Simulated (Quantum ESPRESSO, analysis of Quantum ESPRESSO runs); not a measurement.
# Reproducing a measured migration barrier: interstitial H in hcp Be, hop from a tetrahedral to the next octahedral site (Quantum ESPRESSO)

How near does this set-up come to the measured migration barrier? Subject: interstitial H in hcp Be, hop from a tetrahedral to the next octahedral site. Set-up: PBE, GBRV 1.5 PBE, 36-site cell, PBE lattice, k: 5x5x4, SCF cut short. The model is a cell of 36 host atoms with 1 H put in. The barrier is the energy of the highest image of a climbing band over the relaxed site that the atom leaves.

**The experiment.** Migration barrier: 0.611 eV, by permeation (diffusion activation energy, T > 250 K) (quoted in “Explainable Machine Learning for Hydrogen Diffusion in Metals and Random Binary Alloys”, 2023, G. M. Lu et al., quoting earlier work (1995)). The runs below try to reproduce this.

Calculated with Quantum ESPRESSO 7.5; Quantum ESPRESSO plane-wave DFT, PBE, GBRV 1.5 PBE potentials; relaxation of all atoms of a defect supercell.

**1. Set-up**

The cell holds 37 atoms: 36 Be and 1 H. Its edges and angles: a = 6.796 Å, b = 6.796 Å, c = 7.144 Å, α = 90.0°, β = 90.0°, γ = 120.0°. It derives from Be (space group P6_3/mmc). Nearest the centre at fractional (0.444, 0.556, 0.437): H37 at 0.00 Å, Be19 at 1.34 Å, Be6 at 1.38 Å, Be22 at 1.38 Å, Be18 at 1.38 Å, Be17 at 2.23 Å, Be7 at 2.63 Å, Be23 at 2.63 Å.

The host's primitive cell comes from a first run (Quantum ESPRESSO plane-wave DFT, PBE, GBRV 1.5 PBE potentials; relaxation of cell and atoms of a defect-free cell): vectors of 2.265, 2.265 and 3.572 Å. That is 7.94 Å³ an atom, 2.1 % under the diffraction cell's volume. The supercell is built on it.

**2. Relaxation, charge 0**

A barrier counts from a true minimum, so both ends of the jump are relaxed first.

Contents of pw.in:

```
&CONTROL
  calculation = 'relax'
  prefix = 'pwscf'
  outdir = './tmp'
  pseudo_dir = './pseudo'
  tprnfor = .true.
  disk_io = 'low'
  nstep = 70
  forc_conv_thr = 0.00078
  etot_conv_thr = 0.0001
/
&SYSTEM
  ibrav = 0
  nat = 37
  ntyp = 2
  ecutwfc = 45
  ecutrho = 360
  nbnd = 94
  occupations = 'smearing'
  smearing = 'mv'
  degauss = 0.00734986
/
&ELECTRONS
  conv_thr = 4d-08
  electron_maxstep = 3
  mixing_beta = 0.5
/
&IONS
  ion_dynamics = 'bfgs'
/
ATOMIC_SPECIES
Be     9.0122 be_pbe_v1.4.uspp.F.UPF
H      1.0080 h_pbe_v1.4.uspp.F.UPF
CELL_PARAMETERS angstrom
   6.7958640900    0.0000000000    0.0000000000
  -3.3979320450    5.8853910780    0.0000000000
   0.0000000000    0.0000000000    7.1444626604
ATOMIC_POSITIONS crystal
Be     0.1111111100    0.2222222233    0.1250000000
Be     0.2222222233    0.1111111100    0.3750000000
Be     0.1111111100    0.2222222233    0.6250000000
Be     0.2222222233    0.1111111100    0.8750000000
Be     0.1111111100    0.5555555567    0.1250000000
Be     0.2222222233    0.4444444433    0.3750000000
Be     0.1111111100    0.5555555567    0.6250000000
Be     0.2222222233    0.4444444433    0.8750000000
Be     0.1111111100    0.8888888900    0.1250000000
Be     0.2222222233    0.7777777767    0.3750000000
Be     0.1111111100    0.8888888900    0.6250000000
Be     0.2222222233    0.7777777767    0.8750000000
Be     0.4444444433    0.2222222233    0.1250000000
Be     0.5555555567    0.1111111100    0.3750000000
Be     0.4444444433    0.2222222233    0.6250000000
Be     0.5555555567    0.1111111100    0.8750000000
Be     0.4444444433    0.5555555567    0.1250000000
Be     0.5555555567    0.4444444433    0.3750000000
Be     0.4444444433    0.5555555567    0.6250000000
Be     0.5555555567    0.4444444433    0.8750000000
Be     0.4444444433    0.8888888900    0.1250000000
Be     0.5555555567    0.7777777767    0.3750000000
Be     0.4444444433    0.8888888900    0.6250000000
Be     0.5555555567    0.7777777767    0.8750000000
Be     0.7777777767    0.2222222233    0.1250000000
Be     0.8888888900    0.1111111100    0.3750000000
Be     0.7777777767    0.2222222233    0.6250000000
Be     0.8888888900    0.1111111100    0.8750000000
Be     0.7777777767    0.5555555567    0.1250000000
Be     0.8888888900    0.4444444433    0.3750000000
Be     0.7777777767    0.5555555567    0.6250000000
Be     0.8888888900    0.4444444433    0.8750000000
Be     0.7777777767    0.8888888900    0.1250000000
Be     0.8888888900    0.7777777767    0.3750000000
Be     0.7777777767    0.8888888900    0.6250000000
Be     0.8888888900    0.7777777767    0.8750000000
H      0.4444440000    0.5555560000    0.4375000000
K_POINTS automatic
5 5 4 0 0 0
```

On the command line:

```bash
> OMP_NUM_THREADS=1 mpirun -n 4 pw.x -nk 4 -in pw.in > pw.out
```

The log of the run:

```text
This program is part of the open-source Quantum ESPRESSO suite
     for quantum simulation of materials; please cite
         "P. Giannozzi et al., J. Phys.:Condens. Matter 21 395502 (2009);
         "P. Giannozzi et al., J. Phys.:Condens. Matter 29 465901 (2017);
         "P. Giannozzi et al., J. Chem. Phys. 152 154105 (2020);
          URL
     in publications or presentations arising from this work. More details at

     Message from routine setup:
     using ibrav=0 with symmetry is DISCOURAGED, use correct ibrav instead

     K-points division:     npool     =       4
     Subspace diagonalization in iterative solution of the eigenvalue problem:
     a serial algorithm will be used

     G-vector sticks info
     --------------------
     sticks:   dense  smooth     PW     G-vecs:    dense   smooth      PW
     Sum        4081    2053    583               222705    78765   11545

     Using Slab Decomposition

     bravais-lattice index     =            0
     lattice parameter (alat)  =      12.8423  a.u.
     unit-cell volume          =    1928.3514 (a.u.)^3
     number of atoms/cell      =           37
     number of atomic types    =            2
     number of electrons       =       145.00
     number of Kohn-Sham states=           94
     kinetic-energy cutoff     =      45.0000  Ry
     charge density cutoff     =     360.0000  Ry
     scf convergence threshold =      4.0E-08
     mixing beta               =       0.5000
     number of iterations used =            8  plain     mixing
     energy convergence thresh.=      1.0E-04
     force convergence thresh. =      7.8E-04
     Exchange-correlation=  SLA  PW   PBX  PBC
                           (   1   4   3   4   0   0   0)
     nstep                     =           70

     celldm(1)=  12.842322  celldm(2)=   0.000000  celldm(3)=   0.000000
     celldm(4)=   0.000000  celldm(5)=   0.000000  celldm(6)=   0.000000

     crystal axes: (cart. coord. in units of alat)
               a(1) = (   1.000000   0.000000   0.000000 )
               a(2) = (  -0.500000   0.866025   0.000000 )
               a(3) = (   0.000000   0.000000   1.051296 )

     reciprocal axes: (cart. coord. in units 2 pi/alat)
               b(1) = (  1.000000  0.577350 -0.000000 )
               b(2) = (  0.000000  1.154701  0.000000 )
               b(3) = (  0.000000 -0.000000  0.951207 )

     PseudoPot. # 1 for Be read from file:
     be_pbe_v1.4.uspp.F.UPF
     Pseudo is Ultrasoft, Zval =  4.0
     Generated by new atomic code, or converted to UPF format
     Using radial grid of  769 points,  6 beta functions with:
                l(1) =   0
                l(2) =   0
                l(3) =   0
[...]
Q(r) pseudized with 10 coefficients,  rinner =    1.000   1.000   1.000
                                                       1.000   1.000

     PseudoPot. # 2 for H  read from file:
     h_pbe_v1.4.uspp.F.UPF
     Pseudo is Ultrasoft, Zval =  1.0
     Generated by new atomic code, or converted to UPF format
     Using radial grid of  615 points,  2 beta functions with:
                l(1) =   0
                l(2) =   0
     Q(r) pseudized with  8 coefficients,  rinner =    0.700

     atomic species   valence    mass     pseudopotential
     Be                4.00     9.01220     Be( 1.00)
     H                 1.00     1.00800     H ( 1.00)

      6 Sym. Ops. (no inversion) found ( 4 have fractional translation)

   Cartesian axes

     site n.     atom                  positions (alat units)
         1        Be     tau(   1) = (  -0.0000000   0.1924501   0.1314120  )
         2        Be     tau(   2) = (   0.1666667   0.0962250   0.3942359  )
         3        Be     tau(   3) = (  -0.0000000   0.1924501   0.6570598  )
[...]
35        Be     tau(  35) = (   0.3333333   0.7698004   0.6570598  )
        36        Be     tau(  36) = (   0.5000000   0.6735753   0.9198837  )
        37        H      tau(  37) = (   0.1666660   0.4811256   0.4599419  )

     number of k points=    17  Marzari-Vanderbilt smearing, width (Ry)=  0.0073
                       cart. coord. in units 2pi/alat
        k(    1) = (   0.0000000   0.0000000   0.0000000), wk =   0.0200000
        k(    2) = (   0.0000000   0.0000000   0.2378018), wk =   0.0400000
        k(    3) = (   0.0000000   0.0000000  -0.4756036), wk =   0.0200000
[...]
k(   16) = (   0.0000000  -0.2309401   0.2378018), wk =   0.1200000
        k(   17) = (   0.0000000  -0.4618802   0.2378018), wk =   0.1200000

     Dense  grid:   222705 G-vectors     FFT dimensions: (  81,  81,  81)

     Smooth grid:    78765 G-vectors     FFT dimensions: (  60,  60,  60)

     Initial potential from superposition of free atoms

     starting charge     144.9944, renormalised to     145.0000
     Starting wfcs are  181 randomized atomic wfcs

     Self-consistent Calculation

     iteration #  1     ecut=    45.00 Ry     beta= 0.50
     Davidson diagonalization with overlap
     ethr =  1.00E-02,  avg # of iterations =  2.0

     Threshold (ethr) on eigenvalues was too large:
     Diagonalizing with lowered threshold

     Davidson diagonalization with overlap
     ethr =  6.20E-05,  avg # of iterations =  4.2

     total energy              =   -1017.87585736 Ry
     estimated scf accuracy    <       0.09281181 Ry

     iteration #  2     ecut=    45.00 Ry     beta= 0.50
     Davidson diagonalization with overlap
     ethr =  6.40E-05,  avg # of iterations =  2.1

     total energy              =   -1017.87533448 Ry
     estimated scf accuracy    <       0.02187264 Ry

     iteration #  3     ecut=    45.00 Ry     beta= 0.50
     Davidson diagonalization with overlap
     ethr =  1.51E-05,  avg # of iterations =  4.6

     total energy              =   -1017.87445949 Ry
     estimated scf accuracy    <       0.03222913 Ry

     End of self-consistent calculation

     convergence NOT achieved after   3 iterations: stopping

=------------------------------------------------------------------------------=
   JOB DONE.
=------------------------------------------------------------------------------=
```

Wall time 78 s (4 MPI ranks of Arm Neoverse V1, shared host); peak memory 1.6 GiB.

No converged result was reached; the numbers in the log don't describe the system.

**3. Outcome**

The migration barrier was not obtained, because the step “relaxation, charge 0” did not converge; the cause lies in the set-up: too few SCF iterations.

[Logs are printed without paths, hosts, clocks, repeated set-up lines and the standing remarks that a program may print on its own settings, such as how far it seeks lower states.]

[Hosts, paths, dates, database ids (printed as entryN), source tags and the programs' standing remarks are cut or masked in the printed files.]

[For some hosts the program warned that the k-mesh of the response run may be too coarse for force constants and the static dielectric constant; such warnings are not shown here.]
